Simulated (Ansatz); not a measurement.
# Ge2Pt3: stable or not

It was reached by relaxing an invented guess, and it needn't be the stable form of this composition.

Computed with DFT PBE, scalar-relativistic, plane waves, PAW in Ansatz 0.2.0. Plane waves to 420 eV, a 10×10×6 mesh through Γ for the 5-atom cell and 0.10 eV Gaussian smearing; no spin polarisation.

Space group P4mm (No. 99). a = 3.858 Å, b = 3.858 Å, c = 6.247 Å, α = 90.00°, β = 90.00°, γ = 90.00°
| atom | site | symmetry | x | y | z |
| --- | --- | --- | --- | --- | --- |
| Ge | 1a | 4mm | 0.0000 | 0.0000 | 0.7159 |
| Ge | 1b | 4mm | 0.5000 | 0.5000 | 0.2744 |
| Pt | 2c | 2mm. | 0.5000 | 0.0000 | 0.9745 |
| Pt | 1a | 4mm | 0.0000 | 0.0000 | 0.3307 |

The zero of energy is the elements' standard structures at the same level; no fitted shifts are applied.

Q: These tests were run: energy against the elements; phonons at Γ. What do they show?

A:

```tsv
test	result
energy against the elements	−0.37 eV/atom
phonons at Γ	lowest optical mode 59 cm⁻¹
```

It fails none of these tests. Whether a mixture of other phases lies lower isn't tested here. Phonons away from Γ weren't computed.

Spin–orbit coupling, which can matter for Pt, is left out. The run for the phonons used a 10×10×6 k mesh and Fermi–Dirac smearing of 0.15 eV.
